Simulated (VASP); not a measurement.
Wanted: the native input for a VASP 6.6.1 run.

```
Task                   : single point
Functional             : PBE
Potentials or basis    : VASP PAW PBE potentials, release 64 (F)
Cutoff                 : 520 eV
k mesh                 : 10 × 10 × 4
Occupations            : gaussian, width 0.02 eV
Spin                   : no spin polarisation
Dipole correction      : no
Further INCAR settings : ALGO = Fast; EDIFF = 1e-06; NBANDS = 22
```

The structure of F lies in POSCAR:

```
F
1.0
    2.8492275000     -1.6385460000      0.0335222000
    2.9148275000      1.7485460000      0.0262078000
   -1.5324304229     -0.0465978446      7.2957218718
F
4
Direct
    0.0386740805      0.0547228610      0.0984356774
    0.9481731984      0.9541366130      0.9010783689
    0.5216137634      0.4969552268      0.6006671330
    0.4915407760      0.4941871174      0.3998188207
```

The cell isn't the ideal one: all atoms moved at random, cell strained at random.

The input as run:

INCAR

```
PREC = Accurate
ENCUT = 520
EDIFF = 1E-6
ISMEAR = 0
SIGMA = 0.02
LREAL = False
LASPH = True
NELM = 100
ALGO = Fast
ISIF = 2
LWAVE = False
LCHARG = True
GGA = PE
LELF = True
LVHAR = True
NBANDS = 22
```

KPOINTS

```
regular mesh
0
Gamma
  10 10 4
```

Potentials or basis: VASP PAW PBE potentials, release 64 (F).

Launch:

```console
$ cat potpaw_PBE.64/F/POTCAR > POTCAR
$ mpirun -np 1 vasp_std > vasp.out
```

It gave:

```json
{
  "Pressure": "-3.3 GPa",
  "Largest force": "1.574 eV/Å",
  "Band gap on the k mesh": "2.07 eV, direct"
}
```

Caveat: forces of over 1 eV/Å show positions far from the minimum, so gaps and moduli don't describe the material at rest.

Run time: 2.9 min on 1 thread of Intel(R) Xeon(R) Platinum 8259CL CPU @ 2.50GHz (Skylake/Cascade Lake), with other jobs on the host, peak memory 0.33 GiB.
